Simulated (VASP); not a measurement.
# C in VASP: one cell, several levels of theory, part 2 of 2

VASP 6.6.1, plane waves, PAW. The steps go on from the part before.

### 3 r2SCAN

Contents of INCAR:

```
ENCUT = 520.000000
SIGMA = 0.010000
EDIFF = 1.00e-07
ALGO = Normal
METAGGA = R2SCAN
PREC = Accurate
IBRION = -1
ISIF = 2
ISMEAR = 0
NBANDS = 11
NELM = 120
NSW = 0
LASPH = .TRUE.
LCHARG = .TRUE.
LELF = .TRUE.
LWAVE = .FALSE.
LREAL = .FALSE.
```

Contents of KPOINTS:

```
KPOINTS created by Atomic Simulation Environment
0
Gamma
12 12 12
0 0 0
```

Contents of KPOINTS_OPT:

```
special points
7
Reciprocal
0.0000000000 0.0000000000 0.0000000000 1
0.5000000000 0.0000000000 0.5000000000 1
0.6250000000 0.2500000000 0.6250000000 1
0.3750000000 0.3750000000 0.7500000000 1
0.5000000000 0.5000000000 0.5000000000 1
0.5000000000 0.2500000000 0.7500000000 1
0.3671870000 0.3671870000 0.0000000000 1
```

Contents of POSCAR:

```
C
 1.0000000000000000
     0.0000000000000000    1.8335278667999999    1.7689115518000000
     1.8335278667999999    0.0000000000000000    1.7689115518000000
     1.8335278667999999    1.8335278667999999    0.0000000000000000
 C
   2
Cartesian
  0.0000000000000000  0.0000000000000000  0.0000000000000000
  0.9167639333999998  0.9167639333999998  0.8844557758999999
```

The run is started by

```bash
$ mpirun -np 1 vasp_std
```

Standard output, without the iteration lines:

```text
POSCAR found type information on POSCAR C
 POSCAR found :  1 types and       2 ions
 -----------------------------------------------------------------------------
|                                                                             |
|                                                                             |
|     You enforced a specific xc type in the INCAR file but a different       |
|     I HOPE YOU KNOW WHAT YOU ARE DOING!                                     |
|                                                                             |
 -----------------------------------------------------------------------------

 LDA part: xc-table for (None), standard interpolation
 POSCAR, INCAR and KPOINTS ok, starting setup
 FFT: planning ... GRIDC
 FFT: planning ... GRID_SOFT
 FFT: planning ... GRID
 WAVECAR not read
 entering main loop
 Start KPOINTS_OPT (optional k-point list driver)
k-point batch [1-7\7]
```

OSZICAR:

```text
N       E                     dE             d eps       ncg     rms          rms(c)
DAV:   1    -0.247710778865E+01   -0.24771E+01   -0.48086E+03  3642   0.733E+02
DAV:   2    -0.214268534238E+02   -0.18950E+02   -0.18324E+02  4619   0.124E+02
DAV:   3    -0.218239952225E+02   -0.39714E+00   -0.39615E+00  4227   0.139E+01
DAV:   4    -0.218246562107E+02   -0.66099E-03   -0.66097E-03  3826   0.714E-01
DAV:   5    -0.218246570226E+02   -0.81184E-06   -0.81183E-06  4101   0.238E-02    0.481E+00
DAV:   6    -0.196718980584E+02    0.21528E+01   -0.23064E-01  3699   0.348E+00    0.361E+00
DAV:   7    -0.195893880803E+02    0.82510E-01   -0.21813E-01  3612   0.335E+00    0.657E-01
DAV:   8    -0.195900488712E+02   -0.66079E-03   -0.37704E-03  4114   0.526E-01    0.360E-01
DAV:   9    -0.195904041335E+02   -0.35526E-03   -0.16025E-04  3762   0.145E-01    0.150E-02
DAV:  10    -0.195904041001E+02    0.33480E-07   -0.23812E-06  4142   0.132E-02    0.561E-03
DAV:  11    -0.195904042594E+02   -0.15929E-06   -0.66615E-07  3940   0.740E-03    0.473E-04
DAV:  12    -0.195904042210E+02    0.38384E-07   -0.66889E-09  1964   0.637E-04
   1 F= -.19590404E+02 E0= -.19590404E+02  d E =0.000000E+00
       N       E                     dE             ncg
DAV:   1     0.161998373507E+04   -0.24606E+04      154
DAV:   2     0.146786828332E+04   -0.15212E+03      203
DAV:   3     0.146471999825E+04   -0.31483E+01      169
DAV:   4     0.146471542871E+04   -0.45695E-02      172
DAV:   5     0.146471542283E+04   -0.58817E-05      169
DAV:   6     0.146471542282E+04   -0.10661E-07      178
```

Parts of OUTCAR:

```text
k-points           NKPTS =    163   k-points in BZ     NKDIM =    163   number of bands    NBANDS=     11

   NELECT =       8.0000    total number of electrons

   dimension x,y,z NGX =    20 NGY =   20 NGZ =   20
   dimension x,y,z NGXF=    40 NGYF=   40 NGZF=   40

  energy-cutoff  :      520.00
  volume of cell :       11.89
      direct lattice vectors                 reciprocal lattice vectors
     0.000000000  1.833527867  1.768911552    -0.272698337  0.272698337  0.282659695
     1.833527867  0.000000000  1.768911552     0.272698337 -0.272698337  0.282659695
     1.833527867  1.833527867  0.000000000     0.272698337  0.272698337 -0.282659695

 k-points in reciprocal lattice and weights: KPOINTS created by Atomic Simulation Env
   0.00000000  0.00000000  0.00000000       0.001
   0.08333333  0.00000000  0.00000000       0.005
   0.16666667 -0.00000000  0.00000000       0.005
   0.25000000  0.00000000  0.00000000       0.005
   0.33333333 -0.00000000  0.00000000       0.005
   0.41666667  0.00000000  0.00000000       0.005
   0.50000000  0.00000000  0.00000000       0.002
   0.08333333  0.08333333  0.00000000       0.001
[... 155 more k-points ...]

 E-fermi :   9.6009

 k-point     1 :       0.0000    0.0000    0.0000
  band No.  band energies     occupation
      1     -13.0114      2.00000
      2       8.8633      2.00000
      3       8.8633      2.00000
      4       9.3902      2.00000
      5      14.4438      0.00000
      6      14.9133      0.00000
      7      14.9133      0.00000
      8      21.7178      0.00000
      9      28.8075      0.00000
     10      34.9896      0.00000
     11      36.6318      0.00000

 k-point     2 :       0.0833    0.0000    0.0000
  band No.  band energies     occupation
      1     -12.8167      2.00000
      2       7.7328      2.00000
      3       8.5280      2.00000
      4       8.9353      2.00000
      5      14.9061      0.00000
      6      15.3305      0.00000
      7      15.5904      0.00000
      8      21.9582      0.00000
      9      29.1465      0.00000
     10      33.2562      0.00000
     11      34.2883      0.00000

 k-point     3 :       0.1667   -0.0000    0.0000
  band No.  band energies     occupation
      1     -12.2356      2.00000
      2       5.1609      2.00000
      3       7.7903      2.00000
      4       8.2198      2.00000
      5      15.8019      0.00000
      6      16.2261      0.00000
      7      16.6556      0.00000
      8      22.6630      0.00000
      9      29.8471      0.00000
     10      31.8616      0.00000
     11      32.6625      0.00000

 k-point     4 :       0.2500    0.0000    0.0000
  band No.  band energies     occupation
      1     -11.2784      2.00000
      2       2.2657      2.00000
      3       7.0188      2.00000
      4       7.5146      2.00000
      5      16.5324      0.00000
      6      17.0289      0.00000
      7      17.4669      0.00000
      8      23.6535      0.00000
      9      30.2230      0.00000
     10      31.6681      0.00000
     11      32.2264      0.00000

 k-point     5 :       0.3333   -0.0000    0.0000
  band No.  band energies     occupation
      1      -9.9724      2.00000
      2      -0.5578      2.00000
      3       6.4000      2.00000
      4       6.9619      2.00000
      5      16.8727      0.00000
      6      17.4494      0.00000
      7      18.0148      0.00000
      8      24.5755      0.00000
      9      30.4115      0.00000
     10      32.7299      0.00000
     11      32.9317      0.00000

 k-point     6 :       0.4167    0.0000    0.0000
  band No.  band energies     occupation
      1      -8.4159      2.00000
      2      -3.0665      2.00000
      3       6.0096      2.00000
      4       6.6183      2.00000
      5      16.9809      0.00000
      6      17.5625      0.00000
      7      18.2811      0.00000
      8      25.1232      0.00000
      9      30.9671      0.00000
     10      34.1201      0.00000
     11      34.5512      0.00000

 k-point     7 :       0.5000    0.0000    0.0000
  band No.  band energies     occupation
      1      -7.3301      2.00000
      2      -4.4758      2.00000
      3       5.8770      2.00000
      4       6.5024      2.00000
      5      17.0013      0.00000
      6      17.5708      0.00000
      7      18.3514      0.00000
      8      25.2786      0.00000
      9      31.5032      0.00000
     10      33.5677      0.00000
     11      35.5097      0.00000

 k-point     8 :       0.0833    0.0833    0.0000
  band No.  band energies     occupation
      1     -12.7394      2.00000
      2       7.9443      2.00000
      3       7.9443      2.00000
      4       8.7186      2.00000
      5      14.2042      0.00000
      6      16.0358      0.00000
      7      16.0358      0.00000
      8      21.9124      0.00000
      9      29.3314      0.00000
     10      33.1250      0.00000
     11      35.3357      0.00000

 k-point     9 :       0.1667    0.0833    0.0000
  band No.  band energies     occupation
      1     -12.2749      2.00000
      2       6.0005      2.00000
      3       7.1130      2.00000
      4       8.2812      2.00000
      5      14.4615      0.00000
      6      17.0981      0.00000
      7      17.1037      0.00000
      8      22.1558      0.00000
      9      30.0149      0.00000
     10      31.4486      0.00000
     11      34.2916      0.00000

 k-point    10 :       0.2500    0.0833    0.0000
  band No.  band energies     occupation
      1     -11.4309      2.00000
      2       3.2301      2.00000
      3       6.3478      2.00000
      4       7.6425      2.00000
      5      15.2920      0.00000
      6      17.9109      0.00000
      7      17.9987      0.00000
      8      22.6359      0.00000
      9      30.6109      0.00000
     10      30.8851      0.00000
     11      33.7201      0.00000

 k-point    11 :       0.3333    0.0833    0.0000
  band No.  band energies     occupation
      1     -10.2280      2.00000
      2       0.3974      2.00000
      3       5.7960      2.00000
      4       6.9226      2.00000
      5      16.0569      0.00000
      6      18.4127      0.00000
      7      18.4316      0.00000
      8      23.3180      0.00000
      9      30.7035      0.00000
     10      31.5149      0.00000
     11      34.3255      0.00000

 k-point    12 :       0.4167    0.0833    0.0000
  band No.  band energies     occupation
      1      -8.7297      2.00000
      2      -2.2175      2.00000
      3       5.5164      2.00000
      4       6.2976      2.00000
      5      16.4895      0.00000
      6      18.4332      0.00000
      7      18.7172      0.00000
      8      24.2089      0.00000
      9      30.6436      0.00000
     10      32.8868      0.00000
     11      35.3647      0.00000

 k-point    13 :       0.5000    0.0833    0.0000
  band No.  band energies     occupation
      1      -7.3102      2.00000
      2      -4.1498      2.00000
      3       5.5252      2.00000
      4       5.8511      2.00000
      5      16.7291      0.00000
      6      18.2249      0.00000
      7      18.8605      0.00000
      8      24.9842      0.00000
      9      30.6919      0.00000
     10      33.6904      0.00000
     11      35.7713      0.00000

 k-point    14 :      -0.4167    0.0833    0.0000
  band No.  band energies     occupation
      1      -7.7907      2.00000
      2      -3.5465      2.00000
      3       5.6284      2.00000
      4       5.8139      2.00000
      5      16.9295      0.00000
      6      17.9561      0.00000
      7      18.8975      0.00000
      8      25.1436      0.00000
      9      30.5745      0.00000
     10      33.8123      0.00000
     11      33.9119      0.00000

 k-point    15 :      -0.3333    0.0833    0.0000
  band No.  band energies     occupation
      1      -9.3509      2.00000
      2      -1.2376      2.00000
      3       5.6582      2.00000
      4       6.3530      2.00000
      5      17.0889      0.00000
      6      17.6045      0.00000
      7      18.8172      0.00000
      8      24.5438      0.00000
      9      30.4316      0.00000
     10      31.6740      0.00000
     11      33.5153      0.00000

 k-point    16 :      -0.2500    0.0833    0.0000
  band No.  band energies     occupation
      1     -10.7466      2.00000
      2       1.4754      2.00000
      3       5.9577      2.00000
      4       7.0830      2.00000
      5      17.0263      0.00000
      6      17.0901      0.00000
      7      18.4415      0.00000
      8      23.6181      0.00000
      9      30.2682      0.00000
     10      30.3948      0.00000
     11      32.6172      0.00000

[... the tables of k-points 17 to 163 left out ...]

  Total       -2.3267121     -2.3267121      0.0644656      0.0000000      0.0000000      0.0000000
  in kB     -313.4311059   -313.4311059      8.6841501      0.0000000      0.0000000      0.0000000
  external PRESSURE =    -206.0593539 kB  Pullay stress =       0.0000000 kB

 POSITION                                       TOTAL-FORCE (eV/Angst)
 -----------------------------------------------------------------------------------
      0.00000      0.00000      0.00000         0.000000      0.000000     -0.000000
      0.91676      0.91676      0.88446        -0.000000     -0.000000      0.000000
 -----------------------------------------------------------------------------------
    total drift:                                0.000000      0.000000      0.000000

  FREE ENERGIE OF THE ION-ELECTRON SYSTEM (eV)
  ---------------------------------------------------
  free  energy   TOTEN  =       -19.5904042210 eV

  energy  without entropy=      -19.5904042210  energy(sigma->0) =      -19.59040422
```

Hardware: 1 MPI rank of Intel Xeon Platinum 8488C, shared host.

The levels at the points of KPOINTS_OPT are read from vasprun.xml.

Levels at the named points, in eV from the top of band v (v: the last filled band by count, c: the next):

| point | v−1 | v | c | c+1 |
| --- | --- | --- | --- | --- |
| Γ | -0.53 | 0.00 | 5.05 | 5.52 |
| X | -6.53 | -6.53 | 4.83 | 4.83 |
| U | -9.64 | -5.59 | 5.77 | 10.94 |
| K | -9.57 | -6.13 | 4.90 | 9.92 |
| L | -3.51 | -2.89 | 7.61 | 8.18 |
| W | -8.62 | -8.62 | 10.32 | 10.32 |

The r2SCAN gap is 3.29 eV and indirect (Γ to (0.37, 0.37, 0.00)), with 5.05 eV as the least direct one. The pressure is -20.61 GPa; the forces vanish within 0.01 eV/Å.

The maps below are laid out on this run's own conventional cell (a, b, c = 2.593, 2.593, 3.538 Å).

Density in a lattice plane of the grid's cell (edges 2.59 and 3.54 Å, at 0.000 of the third edge), which holds C.

Ten even steps from ' ' (0.08 e/Å³) to '@' (1.76 e/Å³):
```
%%@@@@@@%%##**++======++**##%%@@@@@@
@@@@@@@@@@%%%%##########%%%%@@@@@@@@
######%%%%@@@@@@@@@@@@@@@@@@%%%%####
====++**##%%@@@@@@%%@@@@@@%%##**++==
::::--==++##%%@@%%##%%@@%%##++==--::
....::::==++##%%%%%%%%%%##++==::::..
    ....::==++##%%@@%%##++==::....  
      ....::==++**##**++==::....    
        ....::--======--::....      
          ....::::::::::....        
              ..........            
                                    
                                    
......                          ....
::::::....                  ....::::
====--::....              ....::--==
##**++==::....          ....::==++**
@@%%##++==::....      ....::==++##%%
%%%%%%##++==::::......::::==++##%%%%
##%%%%%%##++==--::::::--==++##%%%%%%
```
Columns run along the first of these edges and rows up along the second, over one cell in 18 and 20 even steps from the bottom left corner. Atoms in the plane (fractional): C at (0.00, 0.00), C at (0.50, 0.75).

ELF in the same plane.

Values, 12 rows by 8 columns:
```
0.25 0.69 0.92 0.84 0.63 0.84 0.92 0.69
0.63 0.84 0.92 0.69 0.26 0.69 0.92 0.84
0.51 0.68 0.75 0.33 0.01 0.33 0.75 0.68
0.17 0.33 0.52 0.41 0.25 0.41 0.52 0.33
0.03 0.11 0.36 0.57 0.64 0.57 0.36 0.11
0.01 0.03 0.16 0.39 0.52 0.39 0.16 0.03
0.03 0.03 0.05 0.12 0.18 0.12 0.05 0.03
0.18 0.12 0.05 0.03 0.03 0.03 0.05 0.12
0.52 0.39 0.16 0.03 0.01 0.03 0.16 0.39
0.64 0.57 0.36 0.11 0.03 0.11 0.36 0.57
0.25 0.41 0.52 0.33 0.17 0.33 0.52 0.41
0.01 0.33 0.76 0.68 0.51 0.68 0.76 0.33
```
Columns run along the first of these edges and rows up along the second, over one cell in 8 and 12 even steps from the bottom left corner. Atoms in the plane (fractional): C at (0.00, 0.00), C at (0.50, 0.75).

Both are smooth fields of the valence electrons: close to the nuclei they are not physical.

Maxima of ELF outside the ion cores: 0.94 on the C–C line, 0.7 Å from C.

### 4 Summary

This closing draws on all 2 parts.

| level | gap (eV) | pressure (GPa) | Ansatz: gap (eV) | Ansatz: pressure (GPa) |
| --- | --- | --- | --- | --- |
| PBE | 3.14 | -16.74 | 3.15 | -17.23 |
| r2SCAN | 3.29 | -20.61 | 3.31 | -21.52 |

What this shows: The gap runs from 3.14 eV (PBE) to 3.29 eV (r2SCAN). The pressure is highest with PBE (-16.7 GPa) and lowest with r2SCAN (-20.6 GPa), which orders the cells that they would relax to. The two programs agree on the gap within 0.04 eV, far less than the spread between functionals. The two codes have different PAW datasets and cutoffs.
